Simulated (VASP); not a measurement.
# C in VASP: further runs

Runs on C. Level: PBE+D3(BJ). Tasks: single point.

All numbers are computed with VASP 6.6.1; they aren't measurements. Logs are shortened: lines on timing, memory, paths and dates and some standing lists are left out, and cuts for length are marked.

### Step 1. Starting point

The cell holds a slab with vacuum, 6 atoms: a = 2.465 Å, b = 2.465 Å, c = 39.481 Å, α = 90.00°, β = 90.00°, γ = 120.00°.

The slab is cut from a database's or a generator's crystal, which needn't be the stable form of the element.

### Step 2. Single point, PBE+D3(BJ)

The input, INCAR:

```
ALGO = Fast
DIPOL = 0.5 0.5 0.500
EDIFF = 1E-7
ENCUT = 520
GGA = PE
IDIPOL = 3
ISIF = 2
ISMEAR = 0
IVDW = 12
LASPH = True
LCHARG = True
LDIPOL = True
LELF = True
LREAL = False
LVACPOTAV = True
LVHAR = True
LWAVE = False
NBANDS = 21
NELM = 80
PREC = Accurate
SIGMA = 0.1
```

The input, KPOINTS:

```
k-points
0
Gamma
  18 18 1
```

The input, POSCAR:

```
C
1.0
    2.4651656475      0.0000000000      0.0000000000
   -1.2325828237      2.1348960752      0.0000000000
    0.0000000000      0.0000000000     39.4810792268
C
6
Direct
    0.0000000000      0.0000000000      0.4141009930
    0.6666666667      0.3333333333      0.4140901831
    0.0000000000      0.0000000000      0.5000000000
    0.3333333333      0.6666666667      0.5000000000
    0.0000000000      0.0000000000      0.5858990070
    0.6666666667      0.3333333333      0.5859098169
```

Potentials or basis: VASP PAW PBE potentials, release 64 (C).

On the command line:

```console
$ cat potpaw_PBE.64/C/POTCAR > POTCAR
$ mpirun -np 1 vasp_std > vasp.out
```

OUTCAR:

```text
EDIFF = 1E-7
   ENCUT = 520
   GGA = PE
   ISIF = 2
   ISMEAR = 0
   IVDW = 12
   LASPH = True
   LREAL = False
   NELM = 80
   PREC = Accurate
 IVDW          = 12

 ion  position               nearest neighbor table
   1  0.000  0.000  0.414-   2 1.42   2 1.42   2 1.42
   2  0.667  0.333  0.414-   1 1.42   1 1.42   1 1.42
   3  0.000  0.000  0.500-   4 1.42   4 1.42   4 1.42
   4  0.333  0.667  0.500-   3 1.42   3 1.42   3 1.42
   5  0.000  0.000  0.586-   6 1.42   6 1.42   6 1.42
   6  0.667  0.333  0.586-   5 1.42   5 1.42   5 1.42

  LATTYP: Found a hexagonal cell.
 ALAT       =     2.4651656475
 C/A-ratio  =    16.0155887564

  Lattice vectors:

 A1 = (   2.4651656475,   0.0000000000,   0.0000000000)
 A2 = (  -1.2325828237,   2.1348960752,   0.0000000000)
 A3 = (   0.0000000000,   0.0000000000,  39.4810792268)

Analysis of symmetry for initial positions (statically):
=====================================================================
 Subroutine PRICEL returns:
 Original cell was already a primitive cell.

 Routine SETGRP: Setting up the symmetry group for a
 hexagonal supercell.

 Subroutine GETGRP returns: Found 12 space group operations
 (whereof 12 operations were pure point group operations)
 out of a pool of 24 trial point group operations.

The static configuration has the point symmetry D_3h.

Analysis of symmetry for dynamics (positions and initial velocities):
=====================================================================
 Subroutine PRICEL returns:
 Original cell was already a primitive cell.

 Routine SETGRP: Setting up the symmetry group for a
 hexagonal supercell.

 Subroutine GETGRP returns: Found 12 space group operations
 (whereof 12 operations were pure point group operations)
 out of a pool of 24 trial point group operations.

The dynamic configuration has the point symmetry D_3h.

 Subroutine INISYM returns: Found 12 space group operations
 (whereof 12 operations are pure point group operations),
 and found     1 'primitive' translations

----------------------------------------------------------------------------------------

                                     Primitive cell

  volume of cell :     207.7839

  direct lattice vectors                    reciprocal lattice vectors
     2.465165648  0.000000000  0.000000000     0.405652253  0.234203438  0.000000000
    -1.232582824  2.134896075  0.000000000     0.000000000  0.468406875  0.000000000
     0.000000000  0.000000000 39.481079227     0.000000000  0.000000000  0.025328588

  length of vectors
     2.465165648  2.465165647 39.481079227     0.468406875  0.468406875  0.025328588

  position of ions in fractional coordinates (direct lattice)
     0.000000000  0.000000000  0.414100993
     0.666666667  0.333333333  0.414090183
     0.000000000  0.000000000  0.500000000
     0.333333333  0.666666667  0.500000000
     0.000000000  0.000000000  0.585899007
     0.666666667  0.333333333  0.585909817

  ion indices of the primitive-cell ions
   primitive index   ion index
                 1           1
                 2           2
                 3           3
                 4           4
                 5           5
                 6           6

----------------------------------------------------------------------------------------

 KPOINTS: k-points

Automatic generation of k-mesh.
 Grid dimensions read from file:
 generate k-points for:   18   18    1

 Generating k-lattice:

  Cartesian coordinates                     Fractional coordinates (reciprocal lattice)
     0.022536236  0.013011302  0.000000000     0.055555556 -0.000000000  0.000000000
     0.000000000  0.026022604  0.000000000     0.000000000  0.055555556  0.000000000
     0.000000000  0.000000000  0.025328588     0.000000000  0.000000000  1.000000000

  Length of vectors
     0.026022604  0.026022604  0.025328588

  Shift w.r.t. Gamma in fractional coordinates (k-lattice)
     0.000000000  0.000000000  0.000000000

 Subroutine IBZKPT returns following result:
 ===========================================

 Found     37 irreducible k-points:

 Following reciprocal coordinates:
            Coordinates               Weight
  0.000000  0.000000  0.000000      1.000000
  0.055556 -0.000000  0.000000      6.000000
  0.111111 -0.000000  0.000000      6.000000
  0.166667  0.000000  0.000000      6.000000
  0.222222  0.000000  0.000000      6.000000
  0.277778 -0.000000  0.000000      6.000000
[... 16 lines left out ...]
  0.333333  0.111111  0.000000     12.000000
  0.388889  0.111111  0.000000     12.000000
 [... further k-points ...]
   k-points           NKPTS =     37   k-points in BZ     NKDIM =     37   number of bands    NBANDS=     21
   number of dos      NEDOS =    301   number of ions     NIONS =      6
   total plane-waves  NPLWV =  95256
   dimension x,y,z NGX =    18 NGY =   18 NGZ =  294
   dimension x,y,z NGXF=    36 NGYF=   36 NGZF=  588
   ions per type =               6
   NGX,Y,Z   is equivalent  to a cutoff of  12.14, 12.14, 12.38 a.u.
   NGXF,Y,Z  is equivalent  to a cutoff of  24.28, 24.28, 24.76 a.u.
 SYSTEM =  unknown system
   PREC   = accura    normal or accurate (medium, high low for compatibility)
   ISTART =      0    job   : 0-new  1-cont  2-samecut
   ICHARG =      2    charge: 1-file 2-atom 10-const
   ISPIN  =      1    spin polarized calculation?
   LNONCOLLINEAR =      F non collinear calculations
   LSORBIT =      F    spin-orbit coupling
   LASPH  =      T    aspherical Exc in radial PAW
   ENCUT  =  520.0 eV  38.22 Ry    6.18 a.u.   4.58  4.58 73.41*2*pi/ulx,y,z
   NELM   =     80;   NELMIN=  2; NELMDL= -5     # of ELM steps
   EDIFF  = 0.1E-06   stopping-criterion for ELM
   LREAL  =      F    real-space projection
   EDIFFG = 0.1E-05   stopping-criterion for IOM
   NSW    =      0    number of steps for IOM
   IBRION =     -1    ionic relax: 0-MD 1-quasi-New 2-CG
   NFREE  =      0    steps in history (QN), initial steepest desc. (CG)
   ISIF   =      2    stress and relaxation
   ISYM   =      2    0-nonsym 1-usesym 2-fastsym
   POTIM  = 0.5000    time-step for ionic-motion
   TEBEG  =    0.0;   TEEND  =   0.0 temperature during run
   PSTRESS=    0.0 pullay stress
   NELECT =      24.0000    total number of electrons
   NUPDOWN=      -1.0000    fix difference up-down
   EMIN   =  10.00;   EMAX   =-10.00  energy-range for DOS
   EFERMI =   0.00;   METHOD = LEGACY
   ISMEAR =     0;   SIGMA  =   0.10  broadening in eV -4-tet -1-fermi 0-gaus
   EFERMI_NEDOS =   21; number of points for ismear=-14 and -15
   IALGO  =     68    algorithm
   IMIX   =      4    mixing-type and parameters
     AMIX     =   0.40;   BMIX     =  1.00
     AMIX_MAG =   1.60;   BMIX_MAG =  1.00
  volume/ion in A,a.u.               =      34.63       233.70
  Fermi-wavevector in a.u.,A,eV,Ry     =   0.797275  1.506631  8.648501  0.635647
  Thomas-Fermi vector in A             =   1.903960
   LORBIT       =      0    0 simple, 1 ext, 2 COOP (PROOUT), +10 PAW based schemes
   GGA     = PE    functional components
   LHFCALC =     F    Hartree Fock is set to
   AEXX    =    0.0000 exact exchange contribution
   IVDW    =    12    specifies the selected vdW correction
   LEPSILON=     F    determine dielectric tensor
   LRPA    =     F    only Hartree local field effects (RPA)
 non-spin polarized calculation
 RMM-DIIS sequential band-by-band and
 Gauss-broadening in eV      SIGMA  =   0.10
  energy-cutoff  :      520.00
  volume of cell :      207.78
 maximum number of plane-waves:      5674
   NGX =  9   NGY =  9   NGZ =147

 dipolmoment           0.000000      0.000000     -0.000000 electrons x Angstroem

 number of electron      23.9999993 magnetization

 dipolmoment           0.000000      0.000000      0.000000 electrons x Angstroem

 Free energy of the ion-electron system (eV)
  ---------------------------------------------------
  ext. energy  EPLUGINS =         0.00000000
  ---------------------------------------------------
  free energy    TOTEN  =       -55.30509029 eV

  energy without entropy =      -55.30370575  energy(sigma->0) =      -55.30439802

 E-fermi :  -1.9926     XC(G=0):  -2.8752

 val. band max:       -1.9961151574   @ k =   0.3333   0.3333   0.0000
 cond. band min:      -1.9903208686   @ k =   0.3333   0.3333   0.0000
 fundamental gap:      0.0057942888
 Fermi energy:        -1.9925960827

 k-point     1 :       0.0000    0.0000    0.0000
  band No.  band energies     occupation
      1     -21.6011      2.00000
      2     -21.5058      2.00000
      3     -21.4058      2.00000
      4     -10.2280      2.00000
      5      -9.6114      2.00000
      6      -8.9216      2.00000
[... 13 lines left out ...]
     20       6.3419      0.00000
     21       6.3475      0.00000

 k-point     2 :       0.0556   -0.0000    0.0000
  band No.  band energies     occupation
      1     -21.5276      2.00000
      2     -21.4328      2.00000
      3     -21.3332      2.00000
      4     -10.1392      2.00000
      5      -9.5243      2.00000
      6      -8.8366      2.00000
[... 13 lines left out ...]
     20       6.4099      0.00000
     21       6.5156      0.00000

 k-point     3 :       0.1111   -0.0000    0.0000
  band No.  band energies     occupation
      1     -21.3076      2.00000
      2     -21.2142      2.00000
      3     -21.1158      2.00000
      4      -9.8736      2.00000
      5      -9.2639      2.00000
      6      -8.5828      2.00000
[... 13 lines left out ...]
     20       6.4687      0.00000
     21       7.5739      0.00000
[... 457 lines left out ...]
 k-point    23 :       0.3333    0.1111    0.0000
  band No.  band energies     occupation
      1     -17.8821      2.00000
      2     -17.8092      2.00000
      3     -17.7316      2.00000
      4     -12.9424      2.00000
      5     -12.8972      2.00000
      6     -12.8470      2.00000
[... 13 lines left out ...]
     20       6.9394      0.00000
     21       7.7236      0.00000

 k-point    24 :       0.3889    0.1111    0.0000
  band No.  band energies     occupation
      1     -16.8823      2.00000
      2     -16.8175      2.00000
      3     -16.7482      2.00000
      4     -14.2369      2.00000
      5     -14.1875      2.00000
      6     -14.1328      2.00000
[... 13 lines left out ...]
     20       8.2038      0.00000
     21       9.0618      0.00000

 [... further k-points ...]

------------------------ aborting loop because EDIFF is reached ----------------------------------------

 vacuum level on the upper side and lower side of the slab       (xc-potential included)        -0.128        -0.128

 Edisp (eV)   -0.78154

 E8    (eV) :    -0.2295

  FORCE on cell =-STRESS in cart. coord.  units (eV):
  Direction    XX          YY          ZZ          XY          YZ          ZX
  --------------------------------------------------------------------------------------
  -------------------------------------------------------------------------------------
  Total       0.23831     0.23831    -0.03085     0.00000     0.00000     0.00000
  in kB       1.83756     1.83756    -0.23789     0.00000     0.00000     0.00000
  external pressure =        1.15 kB  Pullay stress =        0.00 kB

 VOLUME and BASIS-vectors are now :
 -----------------------------------------------------------------------------
  energy-cutoff  :      520.00
  volume of cell :      207.78
      direct lattice vectors                 reciprocal lattice vectors
     2.465165648  0.000000000  0.000000000     0.405652253  0.234203438  0.000000000
    -1.232582824  2.134896075  0.000000000     0.000000000  0.468406875  0.000000000
     0.000000000  0.000000000 39.481079227     0.000000000  0.000000000  0.025328588

 POSITION                                       TOTAL-FORCE (eV/Angst)
 -----------------------------------------------------------------------------------
      0.00000      0.00000     16.34915         0.000000     -0.000000     -0.000360
      1.23258      0.71163     16.34873        -0.000000      0.000000      0.000188
      0.00000      0.00000     19.74054        -0.000000      0.000000      0.000000
     -0.00000      1.42326     19.74054        -0.000000     -0.000000      0.000000
      0.00000      0.00000     23.13193         0.000000     -0.000000      0.000360
      1.23258      0.71163     23.13235        -0.000000      0.000000     -0.000188
 -----------------------------------------------------------------------------------
    total drift:                               -0.000000      0.000000      0.000000

  FREE ENERGIE OF THE ION-ELECTRON SYSTEM (eV)
  ---------------------------------------------------
  free  energy   TOTEN  =       -56.0866336590 eV

  energy  without entropy=      -56.0852491232  energy(sigma->0) =      -56.08594139

 vacuum level on the upper side and lower side of the slab         2.286         2.286
```

Run time: 3.6 min. Hardware: 1 thread of Intel Xeon Platinum 8488C (Sapphire Rapids), shared host; peak memory 0.35 GiB.

Results:

```
Free energy                            : -56.0866 eV
Band gap on the k mesh                 : 0.01 eV, direct
Dispersion energy per atom             : -0.130 eV
Ionisation potential of the upper face : 4.28 eV
```

Levels at points of the mesh, in eV from the valence-band top:
```csv
k point,band 10,band 11,band 12,band 13,band 14,band 15
"(0.00, 0.00, 0.00)",-3.02,-3.01,-3.01,3.51,3.69,4.29
"(0.50, 0.00, 0.00)",-2.62,-2.35,-2.15,1.52,1.68,1.99
```

### Step 3. Single point, PBE+D3(BJ)

The input, INCAR:

```
  PREC = Accurate
  ENCUT = 520
  EDIFF = 1E-7
  ISMEAR = 0
  SIGMA = 0.1
  LREAL = False
  LASPH = True
  NELM = 60
  ALGO = Fast
  ISIF = 2
  LWAVE = False
  LCHARG = False
  LDIPOL = True
  IDIPOL = 3
  DIPOL = 0.5 0.5 0.500
  GGA = PE
  IVDW = 12
  NBANDS = 21
```

The input, KPOINTS:

```
Automatic mesh
0
Gamma
  18 18 1
```

The input, POSCAR:

```
C
1.0
    2.4649634498      0.0000000000      0.0000000000
   -1.2324817249      2.1347209670      0.0000000000
    0.0000000000      0.0000000000     39.4810792268
C
6
Direct
    0.0000000000      0.0000000000      0.4146358277
    0.6666666667      0.3333333333      0.4146358237
    0.0000000000      0.0000000000      0.5000000020
    0.3333333333      0.6666666667      0.4999999980
    0.0000000000      0.0000000000      0.5853641763
    0.6666666667      0.3333333333      0.5853641723
```

Potentials or basis: VASP PAW PBE potentials, release 64 (C).

On the command line:

```console
$ cat potpaw_PBE.64/C/POTCAR > POTCAR
$ mpirun -np 1 vasp_std > vasp.out
```

Run time: 3.4 min. Hardware: 1 thread of Intel Xeon Platinum 8488C (Sapphire Rapids), shared host; peak memory 0.35 GiB.

It converged, with:

* Free energy: -56.0864 eV
* Largest force: 0.011 eV/Å
* Band gap on the k mesh: 0.01 eV, direct
* Dispersion energy per atom: -0.131 eV

Forces in eV/Å, atoms in the order of the input:
```
C    0.000  0.000  0.004
C    0.000  0.000 -0.011
C    0.000  0.000  0.000
C    0.000  0.000  0.000
C    0.000  0.000 -0.004
C    0.000  0.000  0.011
```

Levels at points of the mesh, in eV from the valence-band top:
| k point | band 10 | band 11 | band 12 | band 13 | band 14 | band 15 |
| --- | --- | --- | --- | --- | --- | --- |
| (0.00, 0.00, 0.00) | -3.02 | -3.01 | -3.01 | 3.51 | 3.69 | 4.29 |
| (0.50, 0.00, 0.00) | -2.63 | -2.35 | -2.14 | 1.52 | 1.68 | 2.00 |
